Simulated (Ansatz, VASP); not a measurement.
One calculation of ZrS, two programs

Contents of INCAR:

```
SYSTEM = ZrS
  PREC = Accurate
  ENCUT = 520
  EDIFF = 1E-7
  ISMEAR = 0
  SIGMA = 0.15
  LREAL = .False.
  LASPH = .True.
  NELM = 100
  ALGO = Fast
  ISIF = 2
  LWAVE = .False.
  LCHARG = .True.
  GGA = PS
  LELF = .True.
  LVHAR = .True.
  NBANDS = 16
```

The input KPOINTS:

```
regular mesh
0
Gamma
  16 16 16
  0 0 0
```

The input POSCAR:

```
ZrS
1.0
    0.0000000000      2.6250000000      2.6250000000
    2.6250000000      0.0000000000      2.6250000000
    2.6250000000      2.6250000000      0.0000000000
Zr S
1 1
Direct
   -0.0142857143     -0.0142857143      0.0142857143
    0.5000000000      0.5000000000      0.5000000000
```

Input for Ansatz:

```yaml
crystal:
  lattice:
    - [0.0, 2.625, 2.625]
    - [2.625, 0.0, 2.625]
    - [2.625, 2.625, 0.0]
  atoms:
    - { symbol: Zr, position: [-0.0142857143, -0.0142857143, 0.0142857143] }
    - { symbol: S, position: [0.5, 0.5, 0.5] }
basis:
  ecutwfc: 420
kpoints:
  mp_grid: { grid: [16, 16, 16] }
hamiltonian:
  xc: pbesol
scf:
  occupations: { method: gaussian, width: 0.15 }
output:
  forces: true
  stress: true
  eigenvalues: true
```

Change from the starting cell: all Zr atoms moved +0.075 Å, as atom 1 towards its neighbour atom 2 (S) at 2.625 Å.

Alike in both runs: task single point; functional PBEsol; k mesh 16 × 16 × 16; occupations gaussian, width 0.15 eV; no spin polarisation.

|  | VASP | Ansatz |
| --- | --- | --- |
| version | VASP 6.6.1 | Ansatz 0.2.0 |
| potentials or method | VASP PAW PBE potentials, release 64 (Zr_sv, S) | scalar-relativistic, plane waves, PAW |
| plane-wave cutoff (eV) | 520 | 420 |
| valence electrons in the cell | 18 | 18 |

```csv
,VASP,Ansatz,Ansatz less VASP
gap on the k mesh at the Fermi level (eV),none,none,-
pressure (GPa),-5.9,-6.1,-0.19
largest component of the traceless stress (GPa),0.80,0.80,-0.005
rms of the force components (eV/Å),0.199,0.196,-0.0029
```

Atom by atom the forces differ by 0.003 eV/Å (rms over components). A gap of «none» marks a metal or a gap that the smearing closes. With one functional, cell and mesh, what is left measures potentials, basis and numerics.

Caveats: the PAW data sets were made with another functional, which shifts forces and pressure a little (VASP).
